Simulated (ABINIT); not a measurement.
Runs of ABINIT 10.8.3 (patched build) on MoP. The structure is hexagonal, space group P-6m2 (No. 187). The conventional cell has a = 3.223 Å, b = 3.223 Å, c = 3.191 Å, α = 90.00°, β = 90.00°, γ = 120.00°. Around Mo (site symmetry -6m2) lie 6 P at 2.45 Å. P (site symmetry -6m2) is surrounded by 6 Mo at 2.45 Å. 

```csv
task,level,potentials or basis,k mesh,cutoff (eV),fine-grid cutoff,mesh quality,gap on the mesh (eV),pressure (GPa),V0 of scaled cells (Å³/atom),B0 (GPa)
equation of state,PBEsol,JTH PAW PBE v2.0,10 × 10 × 8,408,816.342 eV,not flagged,-,-,14.19,241
band structure,LDA,PseudoDojo NC SR LDA v0.4 stringent,10 × 10 × 8,1088,-,not flagged,none,(a),-,-
band structure,AM05,JTH PAW PBE v2.0,10 × 10 × 8,544,1088.46 eV,not flagged,none,-4.9,-,-
equation of state,LDA-PZ,JTH PAW LDA v2.0,10 × 10 × 8,544,1088.46 eV,not flagged,-,-,13.95,250
single point,r2SCAN,JTH PAW PBE v2.0,8 × 8 × 6,653,1251.72 eV,not flagged,none,(b),-,-
single point,LDA,JTH PAW LDA v2.0,4 × 4 × 3,544,1088.46 eV,coarse,none,-6.5,-,-
band structure,BLYP,JTH PAW PBE v2.0,10 × 10 × 8,544,1088.46 eV,not flagged,none,14.0,-,-
equation of state,LDA,JTH PAW LDA v2.0,10 × 10 × 8,408,816.342 eV,not flagged,-,-,13.95,250
```

Alike in all rows: no spin polarisation; cell as given; smearing fermi-dirac 0.05 eV.

Question: Fill in the values left out.

Answer: (a) -7.4; (b) 1.7.

Caveats: some runs use coarse meshes; the PAW data sets were made with another functional, which shifts forces and pressure a little (some runs); pressures at fixed basis lie under the slope of the energies (some runs); the cell was scaled at fixed shape and fractional positions, which overstates the stiffness of a crystal with free parameters, most of all of layers and chains (some runs).

A k mesh can miss the band edges, and the runs leave out spin-orbit coupling on Mo.

A gap of «none» marks a metal or a gap under the smearing width.
